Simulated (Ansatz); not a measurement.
# Random alloy of the monolayer 2H WS2-WSe2 line, x = 0.24 (75 atoms): geometry optimisation

Wanted: the relaxed structure of random alloy of the monolayer 2H WS2-WSe2 line, x = 0.24 (75 atoms) and its electronic structure.

Main program and level: Ansatz 0.2.0; Kohn-Sham DFT, PBE, PAW (set soft_2, large core), plane waves.

### 1. Set-up

The cell holds 75 atoms: 25 W, 38 S and 12 Se. Its edges and angles: a = 16.075 Å, b = 16.075 Å, c = 18.500 Å, α = 90.0°, β = 90.0°, γ = 120.0°. It derives from WS2 (monolayer 2H WS2-WSe2) and WSe2, repeated 5×5×1. Monolayer 2H WS2-WSe2: 75 atoms, 12 of 50 S sites given to Se at random, cell and internal coordinates interpolated linearly between the end members (Vegard's rule); not relaxed, displaced by a Gaussian of 0.02 Å. Lattice constants are starting values near those of PBE. Vacuum lies along c.

What the set-up can't give: The host structure and its lattice constant were typed by rule, without a check against the phase diagram. Only the Γ point is sampled in the main run, in a cell whose shortest periodic width is 14 Å. The levels lack spin–orbit coupling, which is large for the heavy elements here.

### 2. Single point at the start

A single point comes first, to see the forces before anything moves.

Input file input.yaml:

```yaml
crystal:
  lattice:
    - [16.075, 0.0, 0.0]
    - [-8.0375, 13.92136, 0.0]
    - [0.0, 0.0, 18.5]
  atoms:
    - { symbol: W, position: [0.00158, 0.99912, 0.49943] }
    - { symbol: S, position: [0.13262, 0.06791, 0.58386] }
    - { symbol: S, position: [0.13496, 0.06557, 0.41399] }
    - { symbol: W, position: [0.00074, 0.2021, 0.49777] }
    - { symbol: S, position: [0.13266, 0.26611, 0.58758] }
    - { symbol: S, position: [0.13184, 0.26642, 0.4127] }
    - { symbol: W, position: [0.00047, 0.40084, 0.49881] }
    - { symbol: Se, position: [0.13541, 0.46796, 0.58689] }
    - { symbol: S, position: [0.13396, 0.46568, 0.41352] }
    - { symbol: W, position: [0.99864, 0.59962, 0.50057] }
    - { symbol: S, position: [0.13219, 0.6661, 0.58561] }
    - { symbol: S, position: [0.1318, 0.6657, 0.41363] }
    - { symbol: W, position: [0.99878, 0.80034, 0.50179] }
    - { symbol: Se, position: [0.13412, 0.86639, 0.58539] }
    - { symbol: S, position: [0.13362, 0.8691, 0.4137] }
    - { symbol: W, position: [0.19934, 0.00027, 0.50227] }
    - { symbol: S, position: [0.33393, 0.06755, 0.58668] }
    - { symbol: Se, position: [0.33207, 0.06503, 0.41327] }
    - { symbol: W, position: [0.20016, 0.20084, 0.50091] }
    - { symbol: S, position: [0.3347, 0.26708, 0.58731] }
    - { symbol: S, position: [0.33329, 0.26847, 0.4142] }
    - { symbol: W, position: [0.19998, 0.4007, 0.49992] }
    - { symbol: S, position: [0.33583, 0.46885, 0.58871] }
    - { symbol: S, position: [0.33056, 0.46459, 0.4131] }
    - { symbol: W, position: [0.20083, 0.60126, 0.50034] }
    - { symbol: S, position: [0.3306, 0.66623, 0.58725] }
    - { symbol: S, position: [0.33417, 0.66776, 0.41341] }
    - { symbol: W, position: [0.19988, 0.80027, 0.50044] }
    - { symbol: S, position: [0.33367, 0.86684, 0.58563] }
    - { symbol: S, position: [0.33389, 0.86684, 0.41487] }
    - { symbol: W, position: [0.40162, 0.00027, 0.49959] }
    - { symbol: Se, position: [0.53284, 0.06728, 0.58643] }
    - { symbol: S, position: [0.53294, 0.06673, 0.41298] }
    - { symbol: W, position: [0.40055, 0.19936, 0.50132] }
    - { symbol: S, position: [0.53426, 0.26752, 0.58517] }
    - { symbol: S, position: [0.53408, 0.26773, 0.41262] }
    - { symbol: W, position: [0.39969, 0.40005, 0.49852] }
    - { symbol: S, position: [0.53433, 0.46788, 0.58542] }
    - { symbol: S, position: [0.53283, 0.46478, 0.41361] }
    - { symbol: W, position: [0.3988, 0.60161, 0.50044] }
    - { symbol: S, position: [0.53275, 0.66555, 0.58773] }
    - { symbol: S, position: [0.53445, 0.664, 0.41499] }
    - { symbol: W, position: [0.40227, 0.80049, 0.4987] }
    - { symbol: S, position: [0.53428, 0.86641, 0.5857] }
    - { symbol: Se, position: [0.5322, 0.86746, 0.41451] }
    - { symbol: W, position: [0.5996, 0.00075, 0.49876] }
    - { symbol: Se, position: [0.73436, 0.06673, 0.58615] }
    - { symbol: Se, position: [0.73383, 0.06791, 0.41446] }
    - { symbol: W, position: [0.60076, 0.2002, 0.50008] }
    - { symbol: S, position: [0.73427, 0.267, 0.58709] }
    - { symbol: S, position: [0.7312, 0.26317, 0.41477] }
    - { symbol: W, position: [0.60304, 0.40063, 0.49989] }
    - { symbol: S, position: [0.73308, 0.4665, 0.58637] }
    - { symbol: S, position: [0.73157, 0.46592, 0.41257] }
    - { symbol: W, position: [0.6001, 0.59957, 0.50054] }
    - { symbol: S, position: [0.73382, 0.66808, 0.58658] }
    - { symbol: S, position: [0.7347, 0.66394, 0.41295] }
    - { symbol: W, position: [0.60294, 0.80363, 0.49973] }
    - { symbol: Se, position: [0.73323, 0.86634, 0.58779] }
    - { symbol: S, position: [0.73346, 0.86764, 0.4133] }
    - { symbol: W, position: [0.79864, 0.00045, 0.50054] }
    - { symbol: S, position: [0.93486, 0.06651, 0.58568] }
    - { symbol: Se, position: [0.93421, 0.06701, 0.41395] }
    - { symbol: W, position: [0.80074, 0.20167, 0.5004] }
    - { symbol: S, position: [0.9365, 0.26826, 0.58706] }
    - { symbol: Se, position: [0.93174, 0.26753, 0.4141] }
    - { symbol: W, position: [0.80176, 0.4015, 0.49957] }
    - { symbol: Se, position: [0.93395, 0.46586, 0.58846] }
    - { symbol: S, position: [0.93041, 0.46414, 0.41186] }
    - { symbol: W, position: [0.79809, 0.59839, 0.50211] }
    - { symbol: S, position: [0.93196, 0.66474, 0.58756] }
    - { symbol: S, position: [0.93172, 0.66489, 0.4146] }
    - { symbol: W, position: [0.80046, 0.79938, 0.50152] }
    - { symbol: Se, position: [0.93466, 0.86899, 0.58689] }
    - { symbol: S, position: [0.93535, 0.86682, 0.41233] }
kpoints:
  mp_grid: { grid: [1, 1, 1] }
hamiltonian:
  xc: pbe
  pseudopotentials: { kind: paw, core: large }
scf:
  occupations: { method: fermi_dirac, width: 0.025 }
output:
  forces: true
```

Command:

```sh
> ansatz run input.yaml --threads 6 --pin off --max-ram 76800MiB --backend cuda --events-out ev --progress --plain --runs-dir out
```

Numbers of over 12 decimals in the logs are rounded to 6 here.

The program printed:

```text
Engine: ansatz 0.2.0, x86_64-unknown-linux-gnu
Pseudopotentials: kind: paw
Pseudopotential: W, paw, valence charge 14, recommended cutoff 420 eV (normal), W.paw.azcp
Pseudopotential: S, paw, valence charge 6, recommended cutoff 420 eV (normal), S.paw.azcp
Pseudopotential: Se, paw, valence charge 6, recommended cutoff 420 eV (normal), Se.paw.azcp#standard-large-core
[... 5 lines on functional and potentials left out ...]
device memory: the entry about to start is reckoned to put 6.9 GiB on a device that reports 74.5 GiB free
GPU FFT provider: cuFFT
GPU libraries: cuBLAS 13.8.2, cuFFT 12.4.0, cuSOLVER 12.3.4
Crystal: 75 atoms, lattice volume = 4140.038 Å³
Basis set: ecut = 420 eV, 80845 PW (Γ), exchange–correlation on 216×216×250 points (8 copies of the dense FFT grid, shifted against one another)
Bands: 400, of which v1, the nominal top of the filled ones, is band 325 counted from 1 (324 counted from 0)
Symmetry: 1 space group operations
Space group: P1 (ITA 1), of the structure as read, at distance tolerance 1.6e-4 Å
k-points: 1
[... 7 lines on functional and potentials left out ...]
Initial density: superposition of atomic densities (neutral atoms: chi_scale 0, normalization atom)
Initial wavefunctions: pseudopotential atomic-orbital guess
GPU buffer pool allocated for 1458000 grid points (all kernels)
GPU transforms: local potential and band sums: pruned to the plane-wave sphere, on 108×108×125
Functional: x = pbe(κ = 0.804, μ = 0.219515), c = pbe(β = 0.066725)
SCF iter   1: F=—  HF=-324900.898079 eV  |F-HF|=—  |Δ(HF+E_count)|=         —  Δρ=2.59e-2  dr2=3.18e1  ethr=3.10e-3  ⟨swp⟩=8.0  Hψ=1893  notcnv=0
preconditioner: auto → Resta (q_TF=auto, 2.004 Å⁻¹)  ε∞=3.1  [insulator: Δε(μ)=2.032 eV  Ē_g=8.451 eV  σ=0.025 eV  W_gap=1.00  n_scr=562 (ndim 8)  ℏωp=12.2 eV  f_vac=0.623  D(μ)=0.00/eV (n_scr^D=0)  ε∞_Penn≈3.1  vacuum switching on, ρ_ref=5.2e-3 e/Å³]
SCF iter   2: F=—  HF=-324893.035809 eV  |F-HF|=—  |Δ(HF+E_count)|=    7.86e0  Δρ=1.17e-2  dr2=1.02e1  ethr=3.10e-3  ⟨swp⟩=4.0  Hψ=970  notcnv=0  defer=57
SCF iter   3: F=—  HF=-324892.119354 eV  |F-HF|=—  |Δ(HF+E_count)|=   9.16e-1  Δρ=7.79e-3  dr2=5.03e0  ethr=1.57e-3  ⟨swp⟩=3.0  Hψ=985  notcnv=0  defer=36
automatic band count: iteration 3 solves 377 bands in place of 400: the levels show a gap, and the empty bands left out lie too high to hold charge; the band table lists the bands solved (type scf.n_extra_bands for more)
SCF iter   4: F=—  HF=-324891.558972 eV  |F-HF|=—  |Δ(HF+E_count)|=   5.60e-1  Δρ=2.91e-3  dr2=1.15e0  ethr=7.74e-4  ⟨swp⟩=4.0  Hψ=985  notcnv=0  defer=34
SCF iter   5: F=—  HF=-324891.451296 eV  |F-HF|=—  |Δ(HF+E_count)|=   1.08e-1  Δρ=1.35e-3  dr2=1.13e-1  ethr=1.77e-4  ⟨swp⟩=5.0  Hψ=638  notcnv=0  defer=34
SCF iter   6: F=—  HF=-324891.444659 eV  |F-HF|=—  |Δ(HF+E_count)|=   6.64e-3  Δρ=4.66e-4  dr2=2.12e-2  ethr=1.73e-5  ⟨swp⟩=2.0  Hψ=677  notcnv=0  defer=34
SCF iter   7: F=—  HF=-324891.446190 eV  |F-HF|=—  |Δ(HF+E_count)|=   1.53e-3  Δρ=2.37e-4  dr2=5.61e-3  ethr=3.25e-6  ⟨swp⟩=2.0  Hψ=517  notcnv=0  defer=34
SCF iter   8: F=—  HF=-324891.448148 eV  |F-HF|=—  |Δ(HF+E_count)|=   1.96e-3  Δρ=9.77e-5  dr2=7.36e-4  ethr=8.63e-7  ⟨swp⟩=3.0  Hψ=507  notcnv=0  defer=34
SCF iter   9: F=—  HF=-324891.444724 eV  |F-HF|=—  |Δ(HF+E_count)|=   3.42e-3  Δρ=4.54e-5  dr2=2.80e-4  ethr=1.13e-7  ⟨swp⟩=3.0  Hψ=631  notcnv=0  defer=34
SCF iter  10: F=—  HF=-324891.444709 eV  |F-HF|=—  |Δ(HF+E_count)|=   1.42e-5  Δρ=2.15e-5  dr2=6.02e-5  ethr=4.31e-8  ⟨swp⟩=2.0  Hψ=497  notcnv=0  defer=34
SCF iter  11: F=—  HF=-324891.446846 eV  |F-HF|=—  |Δ(HF+E_count)|=   2.14e-3  Δρ=9.45e-6  dr2=5.02e-6  ethr=9.27e-9  ⟨swp⟩=3.0  Hψ=479  notcnv=0  defer=34
SCF iter  12: F=—  HF=-324891.446847 eV  |F-HF|=—  |Δ(HF+E_count)|=   9.10e-7  Δρ=5.58e-6  dr2=3.51e-6  ethr=7.72e-10  ⟨swp⟩=3.0  Hψ=527  notcnv=0  defer=34
SCF iter  13: F=—  HF=-324891.446847 eV  |F-HF|=—  |Δ(HF+E_count)|=   1.13e-7  Δρ=3.54e-6  dr2=1.85e-6  ethr=5.39e-10  ⟨swp⟩=3.0  Hψ=725  notcnv=0  defer=34
SCF iter  14: F=-324891.446847 eV  HF=-324891.446847 eV  |F-HF|=6.29e-9  |Δ(HF+E_count)|=   1.31e-8  Δρ=1.11e-6  dr2=8.25e-8  ethr=1.54e-11  ⟨swp⟩=4.0  Hψ=1567  notcnv=0
SCF 1 converged in 14 iterations: F = -324891.446847 eV  dr2 = 8.25e-8
  greatest PAW one-centre occupation: 1.000 electrons in one spin orbital (limit 2), on the W atom at site 39 (counted from 0), in its partial waves of l = 0
SCF converged after 14 iterations
Free energy (F): -324891.446847 eV
Harris-Foulkes:  -324891.446847 eV  (|F-HF|=6.29e-9)
Internal energy: -324891.446847 eV  (E = F + TS)
E sigma→0 (E₀):  -324891.446847 eV
Fermi energy:    0.854164 eV
--- Per-component energies (eV) ---
  E_band       = -11862.201301
  E_kinetic    = 16556.188797
  E_local      = -343114.383424  (includes V_loc(G=0)·N_el)
  E_nonlocal   = 1742.030603
  E_hartree    = 163332.660779
  E_xc         = -12663.203441
  E_vxc        = -10290.796511  (∫ρ·V_xc dr)
  E_paw        = -263328.526747  (= ΣΔE_a)
  E_vpaw       = -3420.534234  (= ΣTr[D̂ρ^β])
  E_aug_tail   = -0.001417  (compensation charges beyond the density's cutoff)
  E_ewald      = 112583.788005
  E_smearing   = -0.000000  (= −TS)
  E_closure    = 0.000000  (closes the sum)
  Σ components = -324891.446847   (vs F -324891.446847, Δ=0.00e0)
--- Forces (eV/Å), atoms counted from 1 ---
  atom   1  W      0.22163472     0.77523896    -0.46134853
  atom   2  S      0.14307871     0.11304591     0.36477215
  atom   3  S     -0.17800870     0.34111636     0.57931058
  atom   4  W      1.11152901     0.10939229     2.84577602
  atom   5  S      0.02740401     0.19713140    -1.04882994
  atom   6  S      0.37875216     0.16738077     0.71946893
  atom   7  W      0.01622402     0.27899352    -0.05209831
  atom   8  Se    -0.25581405    -0.12686150     1.97303890
  atom   9  S     -0.11456975     0.40491391     0.51240511
  atom  10  W      0.20942096     0.43369573    -1.15974232
  atom  11  S      0.05985733     0.16098170    -0.41407950
  atom  12  S     -0.01324526     0.13529085     0.76996353
  atom  13  W      0.43116770    -1.34054552    -2.65635961
  atom  14  Se    -0.14270451    -0.12273001     3.13039482
[...]
atom  74  Se    -0.13832541    -0.26091029     2.63868056
  atom  75  S     -0.27038131    -0.17881528     0.98670159
  max |Σ_I F_I| component: 1.71e-4 eV/Å
```

Wall time 3.2 s (1 × NVIDIA H100 80GB HBM3 with 6 threads of AMD EPYC 7R13 (Zen 3), shared host); peak memory 1.7 GiB; 5.4 s of CPU time.

In the SCF lines HF is the Harris–Foulkes energy and dr2 the Hartree energy of the density residual, in eV; the loop may stop once dr2 is under the threshold and the program's other checks hold. Hψ counts applications of the Hamiltonian.

That memory is the host's; the program planned up to 6.9 GiB on the GPU.

The program notes that potentials were chosen by core size.

Numbers from this run:

- free energy: -324891.4468 eV
- free energy per atom: -4331.8860 eV/atom
- SCF cycles: 14
- r.m.s. force component: 0.8794 eV/Å
- longest force: 3.293 eV/Å
- Fermi energy: 0.8542 eV

The r.m.s. force component of 0.88 eV/Å sets the starting point.

Length of the force by element:

```csv
element,coordination,atoms,mean length of the force (eV/Å),spread,least,most
S,all,38,0.767,0.259,0.313,1.40
Se,all,12,2.45,0.519,1.59,3.29
W,all,25,1.53,0.789,0.284,3.06
```

### 3. Relaxation

The atoms are relaxed in the fixed cell, aiming at the force tolerance of the input.

Edit input.yaml of step 2 so:

```diff
@@ -16 +16,4 @@
   forces: true
+relax:
+  f_tol: 0.04
+  max_steps: 150
```

The program printed:

```text
[...]
GPU FFT provider: cuFFT
GPU libraries: cuBLAS 13.8.2, cuFFT 12.4.0, cuSOLVER 12.3.4
Crystal: 75 atoms, lattice volume = 4140.038 Å³
Basis set: ecut = 420 eV, 80845 PW (Γ), exchange–correlation on 216×216×250 points (8 copies of the dense FFT grid, shifted against one another)
Bands: 400, of which v1, the nominal top of the filled ones, is band 325 counted from 1 (324 counted from 0)
Symmetry: 1 space group operations
[...]
k-points: 1
[...]
GPU buffer pool allocated for 1458000 grid points (all kernels)
[...]
SCF iter   1: F=—  HF=-324900.898062 eV  |F-HF|=—  |Δ(HF+E_count)|=         —  Δρ=2.59e-2  dr2=3.18e1  ethr=3.10e-3  ⟨swp⟩=8.0  Hψ=1893  notcnv=0
[...]
SCF iter  11: F=-324891.446845 eV  HF=-324891.446846 eV  |F-HF|=1.02e-6  |Δ(HF+E_count)|=   5.17e-6  Δρ=9.60e-6  dr2=5.00e-6  ethr=6.15e-9  ⟨swp⟩=4.0  Hψ=1179  notcnv=0
SCF 1 converged in 11 iterations: F = -324891.446845 eV  dr2 = 5.00e-6
[...]
relax step   1: F+E_penalty+E_count = -324891.44684502 eV  Δ(F+E_penalty+E_count) = +0.000e0 eV  max|allowed force component| = 3.226e0 eV/Å  Δτ_max = 0.0000 Å  (11 SCF iters, dr2 threshold 4.00e-5 eV, accepted)
[...]
relax step   2: F+E_penalty+E_count = -324894.41556336 eV  Δ(F+E_penalty+E_count) = -2.969e0 eV  max|allowed force component| = 1.134e0 eV/Å  Δτ_max = 0.1968 Å  (8 SCF iters, dr2 threshold 1.00e-4 eV, accepted)
[...]
relax step   3: F+E_penalty+E_count = -324894.84414964 eV  Δ(F+E_penalty+E_count) = -4.286e-1 eV  max|allowed force component| = 2.387e-1 eV/Å  Δτ_max = 0.1055 Å  (7 SCF iters, dr2 threshold 8.04e-5 eV, accepted)
[...]
relax step   4: F+E_penalty+E_count = -324894.85218476 eV  Δ(F+E_penalty+E_count) = -8.035e-3 eV  max|allowed force component| = 1.593e-2 eV/Å  Δτ_max = 0.0167 Å  (6 SCF iters, dr2 threshold 3.56e-6 eV, accepted)
[...]
relax step   5: F+E_penalty+E_count = -324894.85218668 eV  Δ(F+E_penalty+E_count) = -1.916e-6 eV  max|allowed force component| = 1.608e-2 eV/Å  Δτ_max = 0.0000 Å  (5 SCF iters, accepted)
SCF converged after 5 iterations
Free energy (F): -324894.852187 eV
[...]
Internal energy: -324894.852187 eV  (E = F + TS)
E sigma→0 (E₀):  -324894.852187 eV
Fermi energy:    0.910953 eV
[...]
--- Forces (eV/Å), atoms counted from 1 ---
  atom   1  W     -0.00029288    -0.00231585    -0.00377685
  atom   2  S     -0.00120610     0.00203928    -0.00195623
  atom   3  S     -0.00222551    -0.00280892    -0.00102058
  atom   4  W      0.00775407     0.00430573     0.00497944
  atom   5  S     -0.00303596    -0.00055266     0.00194813
  atom   6  S     -0.00552396    -0.00009526    -0.00314359
  atom   7  W     -0.00255328    -0.00478178    -0.00254133
  atom   8  Se    -0.00239632    -0.00221517    -0.00038326
  atom   9  S     -0.00033081    -0.00077318     0.00342501
  atom  10  W     -0.00007762     0.00002659     0.00007707
  atom  11  S      0.00032786    -0.00084409     0.00080445
  atom  12  S      0.00010503    -0.00056269     0.00099244
  atom  13  W     -0.00131029     0.00290057    -0.00165292
  atom  14  Se     0.00189498     0.00098104     0.00223320
[...]
atom  74  Se    -0.00444688     0.00108236     0.00257562
  atom  75  S     -0.00213973     0.00261108     0.00154893
  max |Σ_I F_I| component: 1.40e-5 eV/Å
--- Relaxed structure (5 steps of the walk, 5 accepted, 0 SCFs on fresh bases) ---
  F+E_penalty+E_count = -324894.85218668 eV   max|allowed force component| = 1.608e-2 eV/Å
  atoms:
    - { symbol: W, position: [0.0021326, 1.000580, 0.500012] }
    - { symbol: S, position: [0.135337, 0.069365, 0.583878] }
    - { symbol: S, position: [0.133736, 0.066338, 0.414732] }
    - { symbol: W, position: [0.00247156, 0.201428, 0.497207] }
[...]
- { symbol: S, position: [0.933372, 0.864555, 0.418623] }
```

Run time: 7.9 s. Hardware: 1 × NVIDIA H100 80GB HBM3 with 6 threads; peak memory 1.7 GiB.

That memory is the host's; the program planned up to 6.9 GiB on the GPU.

The steps of the relaxation:

```csv
step,energy less that of the first step (eV),largest force component (eV/Å)
1,0.0000,3.2263
2,-2.9687,1.1342
3,-3.3973,0.2387
4,-3.4053,0.0159
5,-3.4053,0.0161
```

The atoms that moved most (Å):

```csv
atom,dx,dy,dz,length
Se14,0.010,0.021,0.178,0.179
Se66,0.031,0.038,-0.170,0.177
Se45,0.016,-0.035,-0.172,0.176
Se63,0.025,-0.024,-0.168,0.172
Se74,-0.003,-0.020,0.154,0.156
Se18,0.001,0.022,-0.150,0.151
Se8,0.010,-0.022,0.139,0.141
Se48,-0.009,-0.015,-0.138,0.139
```

The relaxation changed the energy by -45.4 meV/atom, and atoms moved by 0.082 Å r.m.s., 0.18 Å at most.

### 4. Distances and neighbours after relaxation

Bonds before and after, by the cutoffs listed below:

```csv
pair,bonds before,bonds after,mean before (Å),mean after (Å),spread before (Å),spread after (Å)
S-W,114,114,2.453,2.419,0.026,0.004
W-Se,36,36,2.446,2.548,0.022,0.005
```

Normalised to the volume that the atoms fill. g(r), total and by pair (bins of 0.2 Å):

```csv
r (Å),total,S-S,S-W,S-Se,W-W,W-Se,Se-Se
2.40,3.39,0.00,10.05,0.00,0.00,0.00,0.00
2.60,0.97,0.00,0.00,0.00,0.00,9.15,0.00
2.80,0.00,0.00,0.00,0.00,0.00,0.00,0.00
3.00,0.00,0.00,0.00,0.00,0.00,0.00,0.00
3.20,4.22,6.75,0.00,6.56,11.45,0.00,5.85
3.40,0.01,0.00,0.00,0.00,0.00,0.00,0.58
3.60,0.00,0.00,0.00,0.00,0.00,0.00,0.00
3.80,0.00,0.00,0.00,0.00,0.00,0.00,0.00
4.00,1.36,0.00,3.65,0.00,0.00,1.19,0.00
4.20,0.25,0.00,0.00,0.00,0.00,2.31,0.00
4.40,0.80,3.10,0.00,0.00,0.00,0.00,0.00
4.60,0.38,0.00,0.00,2.34,0.00,0.00,0.00
4.80,0.10,0.00,0.00,0.00,0.00,0.00,3.96
5.00,0.02,0.00,0.06,0.00,0.00,0.00,0.00
5.20,1.95,0.00,4.40,0.00,0.00,4.33,0.00
5.40,0.00,0.00,0.00,0.00,0.00,0.00,0.00
5.60,1.27,1.87,0.00,2.00,3.80,0.00,1.54
5.80,0.00,0.00,0.00,0.00,0.00,0.00,0.00
6.00,0.00,0.00,0.00,0.00,0.00,0.00,0.00
6.20,0.00,0.00,0.00,0.00,0.00,0.00,0.00
6.40,1.50,2.81,0.00,2.64,2.82,0.00,1.32
6.60,0.09,0.03,0.00,0.30,0.04,0.00,1.10
6.80,0.77,0.00,2.09,0.00,0.00,0.59,0.00
7.00,0.35,0.04,0.41,0.00,0.00,1.87,0.00
7.20,0.48,1.11,0.00,1.16,0.00,0.00,0.26
7.40,0.02,0.00,0.00,0.00,0.00,0.00,0.76
7.60,0.45,0.00,1.02,0.00,0.00,1.01,0.00
7.80,0.00,0.00,0.00,0.00,0.00,0.00,0.00
```

Bonds by pair of elements; cutoffs follow the first minimum of g(r), held within bounds set by covalent radii, and pairs that aren't listed don't count as bonded:

```csv
pair A-B,cutoff (Å),bonds,mean length (Å),spread (Å),shortest (Å),B about A,A about B
S-W,3.12,114,2.42,0.004,2.40,3,4.56
W-Se,3.3,36,2.55,0.005,2.54,1.44,3
```

How many atoms have how many bonded neighbours:

```csv
element,mean,3,6
S,3,38,0
Se,3,12,0
W,6,0,25
```

Bond angles (no mean is given where the spread exceeds 20°):

```csv
angle,count,mean (°),spread (°)
S-W-S,220,-,-
S-W-Se,130,-,-
W-S-W,114,83.1,0.7
W-Se-W,36,78.9,0.7
Se-W-Se,25,-,-
```

Counting bonds as in the table, all S atoms have 3, all Se atoms have 3 and all W atoms have 6 bonded neighbours.

(Continued in part 2 of 3.)

[Logs are printed without paths, hosts, clocks, repeated set-up lines and the standing remarks that a program may print on its own settings, such as how far it seeks lower states.]

[Hosts, paths, dates, database ids (printed as entryN), source tags and the programs' standing remarks are cut or masked in the printed files.]
